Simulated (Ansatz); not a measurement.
# Si(111) with Br on 75 % of the top atoms and H on the rest: bands and core levels, part 3 of 4

Aim: core-level components, unfolded bands and work function of Si(111) with Br on 75 % of the top atoms and H on the rest.

Ansatz 0.2.0; DFT, PBE, plane-wave PAW, scalar-relativistic; PAW set soft_1.

So far, gap on the k-mesh (eV): step 2 (relaxation) 1.05.

## 3. Layer-resolved bands, DOS and potential (continued)

From the valence-band maximum. Table of planar mean, electrostatic potential by z:

| z (Å) | planar mean, electrostatic potential (eV) |
| --- | --- |
| 0.0 | 5.01 |
| 0.5 | 4.85 |
| 1.0 | 4.69 |
| 1.5 | 4.62 |
| 2.0 | 4.62 |
| 2.5 | 4.62 |
| 3.0 | 4.62 |
| 3.5 | 4.62 |
| 4.0 | 4.62 |
| 4.5 | 4.62 |
| 5.0 | 4.61 |
| 5.5 | 4.59 |
| 6.0 | 4.48 |
| 6.5 | 3.96 |
| 7.0 | 2.25 |
| 7.5 | 1.75 |
| 8.0 | -3.77 |
| 8.5 | -7.59 |
| 9.0 | -9.47 |
| 9.5 | -5.50 |
| 10.0 | -0.142 |
| 10.5 | 1.97 |
| 11.0 | -2.03 |
| 11.5 | -6.37 |
| 12.0 | -10.1 |
| 12.5 | -6.41 |
| 13.0 | -2.12 |
| 13.5 | 1.98 |
| 14.0 | -0.0163 |
| 14.5 | -5.44 |
| 15.0 | -9.53 |
| 15.5 | -7.76 |
| 16.0 | -3.93 |
| 16.5 | 1.76 |
| 17.0 | 1.57 |
| 17.5 | -2.54 |
| 18.0 | -2.58 |
| 18.5 | 2.24 |
| 19.0 | 4.83 |
| 19.5 | 5.28 |
| 20.0 | 5.37 |
| 20.5 | 5.39 |
| 21.0 | 5.39 |
| 21.5 | 5.39 |
| 22.0 | 5.39 |
| 22.5 | 5.39 |
| 23.0 | 5.39 |
| 23.5 | 5.39 |
| 24.0 | 5.25 |
| 24.5 | 5.09 |

The intensity has structure finer than the step of the table below, so its rows give means over 1 eV, whole bins alone (the curve runs from -16.9 to 1.40 eV). Peaks (eV: height): Br K-beta valence -2.4: 100.0; Br K-beta valence, E along x -2.2: 128; Br K-beta valence, E along y -2.2: 128; Br K-beta valence, E along z -4.0: 80.0; Br L3-N1 -14.9: 99.7.

Shapes are the site's partial DOS without matrix elements, which overweights lines from ligand s bands. Intensity against emission energy less the core level's binding energy, zero at the valence-band maximum; means over each step; 7 of 10 lines; values in % of the unpolarised maximum:

| emission energy less the core level's binding energy (eV) | Br K-beta valence | Br K-beta valence, E along x | Br K-beta valence, E along y | Br K-beta valence, E along z | Br L3-N1 | Si K-beta | Si K-beta, E along x |
| --- | --- | --- | --- | --- | --- | --- | --- |
| -16 | 1.68 | 1.46 | 1.46 | 2.13 | 25.5 | 0.623 | 0.349 |
| -15 | 2.08 | 1.72 | 1.72 | 2.80 | 83.0 | 2.98 | 0.797 |
| -14 | 2.35 | 1.99 | 1.99 | 3.06 | 32.4 | 0.945 | 0.570 |
| -13 | 2.75 | 2.35 | 2.35 | 3.55 | 8.55 | 0.783 | 0.731 |
| -12 | 3.48 | 2.85 | 2.85 | 4.74 | 4.03 | 1.52 | 1.50 |
| -11 | 4.69 | 3.55 | 3.55 | 6.99 | 3.11 | 5.75 | 5.91 |
| -10 | 6.55 | 4.55 | 4.55 | 10.6 | 3.33 | 12.5 | 13.3 |
| -9 | 9.17 | 6.05 | 6.05 | 15.4 | 3.31 | 16.2 | 18.1 |
| -8 | 13.0 | 8.43 | 8.43 | 22.1 | 2.88 | 13.1 | 14.9 |
| -7 | 19.1 | 12.5 | 12.5 | 32.3 | 2.76 | 24.6 | 24.3 |
| -6 | 28.9 | 20.1 | 20.1 | 46.7 | 2.61 | 28.1 | 26.7 |
| -5 | 45.4 | 35.8 | 35.8 | 64.5 | 2.29 | 24.7 | 22.3 |
| -4 | 71.0 | 67.3 | 67.3 | 78.2 | 2.20 | 71.0 | 64.9 |
| -3 | 93.4 | 108 | 108 | 63.3 | 1.16 | 90.0 | 90.6 |
| -2 | 96.2 | 125 | 125 | 39.5 | 0.602 | 94.8 | 97.7 |
| -1 | 70.2 | 93.6 | 93.6 | 23.4 | 0.360 | 57.8 | 63.4 |
| 0 | 38.4 | 51.0 | 51.0 | 13.2 | 0.246 | 16.7 | 21.8 |

Window up to 4.7 eV. Shell moments, by row:

| element | shell | occupied states an atom | centre of occupied part (eV) | rms width of occupied part (eV) | centre up to the window's top (eV) | rms width up to the window's top (eV) |
| --- | --- | --- | --- | --- | --- | --- |
| Br | 4s | 1.876 | -14.16 | 2.436 | -13.52 | 4.044 |
| Br | 4p | 5.25 | -2.866 | 1.64 | -2.363 | 2.276 |
| H | 1s | 1.022 | -5.017 | 2.337 | -2.812 | 4.243 |
| Si | 3s | 1.203 | -8.011 | 2.433 | -5.1 | 5.311 |
| Si | 3p | 2.721 | -3.774 | 2.632 | -1.247 | 4.034 |

The spectra weight each projected shell by its atomic cross section (Dirac–Hartree–Slater) and angular factor, for linear light with the analyser at 30° from the polarisation. Broadening, on top of any smearing of the DOS itself: a Gaussian of 0.1 eV and a Lorentzian of 0.05 eV plus 0 times the binding energy (full widths), Fermi edge at 300 K. Each atom is damped by exp[−depth/(λ cos θ)], θ = 60° from the normal, λ from the universal curve. Curves are cut 10 eV under the photon energy, above any shell that the free atom's threshold puts out of reach, or at the lower edge of the window: 11.2 eV at 21.2 eV, 16.9 eV at 100 eV, 16.9 eV at 150 eV, 16.9 eV at 1486.7 eV and 16.9 eV at 9251.7 eV. Dipole terms alone, which is rough above 3 keV; no background, satellites or final-state effects.

How the area divides among the shells (%):

| shell | 21.2 eV | 100 eV | 150 eV | 1486.7 eV | 9251.7 eV |
| --- | --- | --- | --- | --- | --- |
| Br 4s | 0.0 | 22.1 | 20.0 | 22.9 | 46.0 |
| Br 4p | 87.4 | 14.1 | 22.0 | 39.6 | 21.1 |
| H 1s | 5.9 | 1.2 | 0.5 | 0.0 | 0.0 |
| Si 3s | 2.5 | 22.3 | 21.7 | 29.6 | 31.7 |
| Si 3p | 4.3 | 40.3 | 35.9 | 7.9 | 1.1 |

Cross sections used, in Mb an electron:

| shell | 21.2 eV | 100 eV | 150 eV | 1486.7 eV | 9251.7 eV |
| --- | --- | --- | --- | --- | --- |
| Br 4s | - | 0.072 | 0.046 | 0.0013 | 2.9e-5 |
| Br 4p | 3.2 | 0.032 | 0.026 | 8.7e-4 | 6.5e-6 |
| H 1s | 1.9 | 0.019 | 0.0055 | 3.0e-6 | 6.0e-9 |
| Si 3s | 0.13 | 0.076 | 0.041 | 5.3e-4 | 4.8e-6 |
| Si 3p | 0.15 | 0.070 | 0.034 | 8.8e-5 | 1.4e-7 |

Regions along c: top from 15.2 to 21.8 Å, middle from 9.8 to 15.0 Å, bottom from 3.0 to 9.7 Å.

States with weight above 0.08 nearest the zero at Γ of the zone, within the window kept, -7.5 to 5.0 eV (levels that the program groups as degenerate share a row):

| E (eV) | weight, total | weight, top | weight, middle | weight, bottom |
| --- | --- | --- | --- | --- |
| -1.84 | 0.20 | 0.18 | 0.01 | 0.00 |
| -1.63 | 0.49 | 0.44 | 0.04 | 0.00 |
| -1.40 | 0.94 | 0.17 | 0.53 | 0.22 |
| -1.18 | 0.44 | 0.31 | 0.11 | 0.00 |
| -0.87 | 1.92 | 0.10 | 1.34 | 0.44 |
| -0.41 | 1.92 | 0.37 | 0.53 | 0.91 |
| 0.00 | 1.94 | 0.45 | 0.97 | 0.41 |
| 1.65 | 0.15 | 0.06 | 0.07 | 0.01 |
| 1.70 | 0.25 | 0.06 | 0.15 | 0.03 |
| 1.79 | 0.66 | 0.08 | 0.43 | 0.13 |

The largest force component on a free atom is 0.009 eV/Å, so the atoms are at rest for these settings too.

## 4. Z+1 stand-in on atom 5

System of this step: Si23PH5Br3. The cell holds 32 atoms: 3 Br, 5 H, 1 P and 23 Si. Its edges and angles: a = 7.679 Å, b = 7.679 Å, c = 24.774 Å, α = 90.0°, β = 90.0°, γ = 60.0°. It derives from Si. Regions: ad, 4 atoms (3 Br and 1 H); L1, 4 atoms (1 P and 3 Si); L2, 4 atoms (4 Si); L3, 4 atoms (4 Si); mid, 4 atoms (4 Si); rest, 12 atoms (8 Si and 4 H). Vacuum lies along c.

An atom with a screened core hole acts much like the next element, so total energies with that element on different sites give core-level shifts.

input.yaml

```yaml
crystal:
  lattice:
    - [7.6791796437, 0.0, 0.0]
    - [3.8395898218, 6.6503646517, 0.0]
    - [0.0, 0.0, 24.7737769138]
  atoms:
    - { symbol: Br, position: [0.000185118, 0.000185118, 0.7179113914] }
    - { symbol: Br, position: [0.499629764, 0.000185118, 0.7179113914] }
    - { symbol: Br, position: [0.000185118, 0.499629764, 0.7179113914] }
    - { symbol: H, position: [0.5, 0.5, 0.6892654373] }
    - { symbol: P, position: [0.000286876, 0.000286876, 0.6271059527] }
    - { symbol: Si, position: [0.4994262479, 0.000286876, 0.6271059527] }
    - { symbol: Si, position: [0.000286876, 0.4994262479, 0.6271059527] }
    - { symbol: Si, position: [0.5, 0.5, 0.6288442807] }
    - { symbol: Si, position: [0.8314732135, 0.3342633933, 0.5962596896] }
    - { symbol: Si, position: [0.3342633933, 0.3342633933, 0.5962596896] }
    - { symbol: Si, position: [0.8333333333, 0.8333333333, 0.5960553901] }
    - { symbol: Si, position: [0.3342633933, 0.8314732135, 0.5962596896] }
    - { symbol: Si, position: [0.8333330457, 0.3333334771, 0.5007224238] }
    - { symbol: Si, position: [0.3333334771, 0.3333334771, 0.5007224238] }
    - { symbol: Si, position: [0.8333333333, 0.8333333333, 0.5004817382] }
    - { symbol: Si, position: [0.3333334771, 0.8333330457, 0.5007224238] }
    - { symbol: Si, position: [0.1666666667, 0.1666666667, 0.4685094557] }
    - { symbol: Si, position: [0.6665837695, 0.1668324611, 0.4683801448] }
    - { symbol: Si, position: [0.1668324611, 0.6665837695, 0.4683801448] }
    - { symbol: Si, position: [0.6665837695, 0.6665837695, 0.4683801448] }
    - { symbol: Si, position: [0.1666666667, 0.1666666667, 0.373126513] }
    - { symbol: Si, position: [0.6666666667, 0.1666666667, 0.373126513] }
    - { symbol: Si, position: [0.1666666667, 0.6666666667, 0.373126513] }
    - { symbol: Si, position: [0.6666666667, 0.6666666667, 0.373126513] }
    - { symbol: Si, position: [0.0, 0.0, 0.341490118] }
    - { symbol: Si, position: [0.5, 0.0, 0.341490118] }
    - { symbol: Si, position: [0.0, 0.5, 0.341490118] }
    - { symbol: Si, position: [0.5, 0.5, 0.341490118] }
    - { symbol: H, position: [0.0, 0.0, 0.282556835] }
    - { symbol: H, position: [0.5, 0.0, 0.282556835] }
    - { symbol: H, position: [0.0, 0.5, 0.282556835] }
    - { symbol: H, position: [0.5, 0.5, 0.282556835] }
kpoints:
  mp_grid: { grid: [3, 3, 1] }
scf:
  occupations: { method: fermi_dirac, width: 0.02 }
  n_extra_bands: 25
hamiltonian:
  xc: pbe
  pseudopotentials: { kind: paw, azcp: { folder: soft_1 } }
output:
  forces: true
  write_potential: true
  volumetric_format: []
efield:
  axis: 3
  dipole_correction: true
```

On the command line:

```bash
$ ansatz run input.yaml --threads 4 --pin off --max-ram 11264MiB --backend cpu --events-out ev --progress --plain --runs-dir out
```

Numbers of over 12 decimals in the logs are rounded to 6 here.

The program printed:

```text
[...]
Crystal: 32 atoms, lattice volume = 1265.181 Å³
Basis set: ecut = 420 eV, 24701 PW (Γ), exchange–correlation on 108×108×360 points (8 copies of the dense FFT grid, shifted against one another)
Bands: 87, of which v1, the nominal top of the filled ones, is band 62 counted from 1 (61 counted from 0)
Symmetry: 2 space group operations
[...]
k-points: 4 of 9 (time reversal used)
[...]
SCF iter   1: F=—  HF=-23813.409161 eV  |F-HF|=—  |Δ(HF+E_count)|=         —  Δρ=3.56e-2  dr2=1.67e1  ethr=3.10e-3  p=0.000 e·Å  D=1.78e-7 V/Å  ΔV_dip=-0.00 eV  dr2_dipole=8.54e-1  V_vac-E_F(+/−)=5.49/5.49 eV  ⟨swp⟩=8.5  Hψ=2031  notcnv=0  defer=22
[...]
SCF iter  16: F=-23809.208353 eV  HF=-23809.208353 eV  |F-HF|=1.59e-9  |Δ(HF+E_count)|=   1.72e-8  Δρ=8.98e-7  dr2=3.47e-8  ethr=8.13e-11  p=-0.125 e·Å  D=-1.79e-2 V/Å  ΔV_dip=0.44 eV  dr2_dipole=2.06e-11  V_vac-E_F(+/−)=4.16/3.72 eV  ⟨swp⟩=11.5  Hψ=2564  notcnv=0
SCF 1 converged in 16 iterations: F = -23809.208353 eV  dr2 = 3.47e-8
[...]
SCF converged after 16 iterations
Free energy (F): -23809.208353 eV
[...]
Internal energy: -23809.184301 eV  (E = F + TS)
E sigma→0 (E₀):  -23809.196327 eV
Entropy (-TS):   -0.024052 eV (-0.752 meV/atom)
Fermi energy:    0.950486 eV
Dipole field:    D = -0.017857 V/Å  (p = -0.124852 e·Å, saw-weighted, corrected)
Work function:   Φ+ = 4.1599 eV   Φ− = 3.7175 eV
[...]
--- Forces (eV/Å), atoms counted from 1 ---
  atom   1  Br     0.00139366     0.00080463     0.08247299
  atom   2  Br     0.00670592    -0.01275799     0.09409625
  atom   3  Br    -0.00769579     0.01218649     0.09409625
  atom   4  H      0.01194667     0.00689742     0.01240529
  atom   5  P     -0.02891121    -0.01669189    -0.47641845
  atom   6  Si     0.00831128     0.14426813    -0.02957071
  atom   7  Si     0.12909551    -0.06493629    -0.02957071
  atom   8  Si    -0.14657493    -0.08462507     0.05732598
  atom   9  Si     0.02436116     0.18786371    -0.05217501
  atom  10  Si    -0.00451643    -0.00260756    -0.00752057
  atom  11  Si    -0.15929351    -0.09196815    -0.05309202
  atom  12  Si     0.17487532    -0.07283448    -0.05217501
  atom  13  Si     0.01121684    -0.11866085    -0.03285941
  atom  14  Si    -0.00889553    -0.00513584    -0.03465643
  atom  15  Si     0.09362105     0.05405214    -0.02173436
  atom  16  Si    -0.09715489     0.06904449    -0.03285941
  atom  17  Si     0.00852430     0.00492151     0.07526847
  atom  18  Si    -0.00954284    -0.00115919     0.07427353
  atom  19  Si    -0.00577531    -0.00768475     0.07427353
  atom  20  Si     0.00275888     0.00159284     0.27508894
  atom  21  Si    -0.00885871    -0.00511458    -0.06099117
  atom  22  Si     0.00601840     0.00181059    -0.09300003
  atom  23  Si     0.00457722     0.00430680    -0.09300003
  atom  24  Si    -0.00640358    -0.00369711    -0.18144279
  atom  25  Si    -0.00232525    -0.00134249     0.87274596
  atom  26  Si     0.00442667     0.00529888     0.87647518
  atom  27  Si     0.00680230     0.00118417     0.87647518
  atom  28  Si    -0.00587268    -0.00339059     0.86839796
  atom  29  H      0.00051698     0.00029848    -0.77247984
  atom  30  H     -0.00205873    -0.00083535    -0.76937646
  atom  31  H     -0.00175280    -0.00136523    -0.76937646
  atom  32  H      0.00048377     0.00027931    -0.77111745
  max |Σ_I F_I| component: 2.08e-5 eV/Å
--- Band table (eV) ---
  k-point 0: bands = [... 58 lower, -0.5533, -0.1033, -0.0944, 0.5256, 0.9810, 0.9811, 0.9945, 1.3504, ... 21 higher]
  k-point 1: bands = [... 58 lower, -1.0917, -1.0207, -0.4896, 0.9516, 1.1526, 1.5779, 1.7946, 1.8756, ... 21 higher]
  k-point 2: bands = [... 58 lower, -1.2170, -0.8558, -0.4593, 0.9465, 1.1636, 1.5707, 1.7799, 1.8797, ... 21 higher]
  k-point 3: bands = [... 58 lower, -1.3769, -1.2958, -1.1850, 1.2641, 1.9410, 2.1143, 2.3429, 2.4930, ... 21 higher]
```

Elapsed: 60 s, on 4 threads of Intel Xeon at 2.50GHz (Skylake/Cascade Lake), shared host; peak memory 2.3 GiB; 2.8 min of CPU time.

This run has no spin polarisation although its electron count is odd.

Numbers from this step:

```
free energy             : -23809.2084 eV
energy at zero smearing : -23809.1963 eV
smearing term TS        : 0.02405 eV
Fermi energy            : 0.9505 eV
symmetry operations     : 2
```

## 5. Z+1 stand-in on atom 8

System of this step: Si23PH5Br3. The cell holds 32 atoms: 3 Br, 5 H, 23 Si and 1 P. Its edges and angles: a = 7.679 Å, b = 7.679 Å, c = 24.774 Å, α = 90.0°, β = 90.0°, γ = 60.0°. It derives from Si. Regions: ad, 4 atoms (3 Br and 1 H); L1, 4 atoms (3 Si and 1 P); L2, 4 atoms (4 Si); L3, 4 atoms (4 Si); mid, 4 atoms (4 Si); rest, 12 atoms (8 Si and 4 H). Vacuum lies along c.

The same swap on atom 8.

input.yaml: that of step 4 with these lines changed.

```diff
@@ -10,6 +10,6 @@
     - { symbol: H, position: [0.5, 0.5, 0.6892654373] }
-    - { symbol: P, position: [0.000286876, 0.000286876, 0.6271059527] }
+    - { symbol: Si, position: [0.000286876, 0.000286876, 0.6271059527] }
     - { symbol: Si, position: [0.4994262479, 0.000286876, 0.6271059527] }
     - { symbol: Si, position: [0.000286876, 0.4994262479, 0.6271059527] }
-    - { symbol: Si, position: [0.5, 0.5, 0.6288442807] }
+    - { symbol: P, position: [0.5, 0.5, 0.6288442807] }
     - { symbol: Si, position: [0.8314732135, 0.3342633933, 0.5962596896] }
```

The program printed:

```text
[...]
Crystal: 32 atoms, lattice volume = 1265.181 Å³
Basis set: ecut = 420 eV, 24701 PW (Γ), exchange–correlation on 108×108×360 points (8 copies of the dense FFT grid, shifted against one another)
Bands: 87, of which v1, the nominal top of the filled ones, is band 62 counted from 1 (61 counted from 0)
Symmetry: 6 space group operations
[...]
max |Σ_I F_I| component: 2.94e-5 eV/Å
--- Band table (eV) ---
  k-point 0: bands = [... 58 lower, -0.5250, -0.0731, -0.0731, 0.5614, 0.9826, 0.9826, 1.1829, 1.4812, ... 21 higher]
  k-point 1: bands = [... 58 lower, -1.1753, -0.8498, -0.4415, 0.9891, 1.4230, 1.7364, 1.7745, 1.8990, ... 21 higher]
  k-point 2: bands = [... 58 lower, -1.3868, -1.2192, -1.1616, 1.8593, 1.8967, 2.1271, 2.3273, 2.3720, ... 21 higher]
[key lines of the parts left out:]
SCF converged after 13 iterations
Free energy (F): -23809.781906 eV
Fermi energy:    0.982412 eV
Dipole field:    D = -0.017713 V/Å  (p = -0.123846 e·Å, saw-weighted, corrected)
Work function:   Φ+ = 4.1373 eV   Φ− = 3.6985 eV
```

The job ended after 40 s (4 threads; peak memory 1.9 GiB; 1.9 min of CPU time).

Numbers from this step:

| Property | Result |
| --- | --- |
| free energy | -23809.7819 eV |
| energy at zero smearing | -23809.7698 eV |
| smearing term TS | 0.02428 eV |
| Fermi energy | 0.9824 eV |
| symmetry operations | 6 |

## 6. Z+1 stand-in on atom 9

System of this step: Si23PH5Br3. The cell holds 32 atoms: 3 Br, 5 H, 23 Si and 1 P. Its edges and angles: a = 7.679 Å, b = 7.679 Å, c = 24.774 Å, α = 90.0°, β = 90.0°, γ = 60.0°. It derives from Si. Regions: ad, 4 atoms (3 Br and 1 H); L1, 4 atoms (4 Si); L2, 4 atoms (1 P and 3 Si); L3, 4 atoms (4 Si); mid, 4 atoms (4 Si); rest, 12 atoms (8 Si and 4 H). Vacuum lies along c.

The same swap on atom 9.

input.yaml: that of step 5 with these lines changed.

```diff
@@ -13,4 +13,4 @@
     - { symbol: Si, position: [0.000286876, 0.4994262479, 0.6271059527] }
-    - { symbol: P, position: [0.5, 0.5, 0.6288442807] }
-    - { symbol: Si, position: [0.8314732135, 0.3342633933, 0.5962596896] }
+    - { symbol: Si, position: [0.5, 0.5, 0.6288442807] }
+    - { symbol: P, position: [0.8314732135, 0.3342633933, 0.5962596896] }
     - { symbol: Si, position: [0.3342633933, 0.3342633933, 0.5962596896] }
```

The program printed:

```text
[...]
Crystal: 32 atoms, lattice volume = 1265.181 Å³
Basis set: ecut = 420 eV, 24701 PW (Γ), exchange–correlation on 108×108×360 points (8 copies of the dense FFT grid, shifted against one another)
Bands: 87, of which v1, the nominal top of the filled ones, is band 62 counted from 1 (61 counted from 0)
Symmetry: 2 space group operations
[...]
k-point 1: bands = [... 58 lower, -1.1816, -0.8682, -0.4374, 1.0205, 1.4671, 1.7201, 1.7603, 1.9178, ... 21 higher]
  k-point 2: bands = [... 58 lower, -1.1151, -1.0025, -0.4656, 1.0262, 1.4794, 1.7165, 1.7380, 1.9026, ... 21 higher]
  k-point 3: bands = [... 58 lower, -1.3928, -1.2803, -1.1526, 1.8966, 1.9715, 2.1937, 2.2331, 2.3208, ... 21 higher]
[key lines of the parts left out:]
SCF converged after 15 iterations
Free energy (F): -23809.939867 eV
Fermi energy:    1.010793 eV
Dipole field:    D = -0.019106 V/Å  (p = -0.133587 e·Å, saw-weighted, corrected)
Work function:   Φ+ = 4.1150 eV   Φ− = 3.6417 eV
```

Run time: 56 s. Hardware: 4 threads; peak memory 2.3 GiB; 2.7 min of CPU time.

This step gave:

| Item | Value |
| --- | --- |
| free energy | -23809.9399 eV |
| energy at zero smearing | -23809.9284 eV |
| smearing term TS | 0.02286 eV |
| Fermi energy | 1.011 eV |
| symmetry operations | 2 |

[end of part 3 of 4]

[Logs are printed without paths, hosts, clocks, repeated set-up lines and the standing remarks that a program may print on its own settings, such as how far it seeks lower states.]

[Hosts, paths, dates, database ids (printed as entryN), source tags and the programs' standing remarks are cut or masked in the printed files.]

[Maps of the electrostatic potential energy from Ansatz leave out the sawtooth potential of an applied field or a dipole correction, so their vacuum need not be flat; work functions include it.]
